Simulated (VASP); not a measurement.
A run of VASP 6.6.1 is set up as follows.

File INCAR:

```
ALGO     = Normal         # electronic algorithm
EDIFF    = 1E-6           # SCF threshold, eV
EDIFFG   = -0.01          # ionic threshold
ENCUT    = 630            # plane-wave cutoff, eV
GGA      = PE             # functional
IBRION   = 2              # ionic algorithm
ISIF     = 3              # what is computed and relaxed
ISMEAR   = -1             # smearing method
LASPH    = True           # aspherical terms in the spheres
LCHARG   = False          # write CHGCAR
LREAL    = False          # projectors in reciprocal space
LWAVE    = False          # write WAVECAR
NELM     = 100            # most SCF steps
NSW      = 40             # ionic steps
PREC     = Accurate       # precision mode
SIGMA    = 0.05           # smearing width, eV
```

File KPOINTS:

```
k-points
0
Gamma
  9 9 9
```

File POSCAR:

```
Pb
1.0
    0.0000000000      2.4750200000      2.4750200000
    2.4750200000      0.0000000000      2.4750200000
    2.4750200000      2.4750200000      0.0000000000
Pb
1
Direct
    0.0000000000      0.0000000000      0.0000000000
```

Potentials or basis: VASP PAW PBE potentials, release 64 (Pb_d_GW).

Run with:

```console
$ cat potpaw_PBE.64/Pb_d_GW/POTCAR > POTCAR
$ mpirun -np 1 vasp_std > vasp.out
```

Q: Predict the relaxed cell.

A: a = 3.559 Å, b = 3.559 Å, c = 3.559 Å, α = 60.00°, β = 60.00°, γ = 60.00°.

Q: Estimate the relaxed volume.

A: 31.87 Å³/atom.

Q: What does it give for the space group after relaxing (to 0.05 Å)?

A: Fm-3m (No. 225).

The path:
```
step  energy change (eV)  largest force (eV/Å)  pressure (GPa)  volume (Å³)
   1              0.0000                0.0000            2.24        30.32
   2             -0.0099                0.0000           -0.43        32.22
   3             -0.0103                0.0000            0.03        31.87
```

Spin-orbit coupling is left out, which matters for the levels of Pb.

The cell as given is a measured one (30.32 Å³/atom); PBE puts the equilibrium volume +5.1 % from it, thermal expansion not counted.
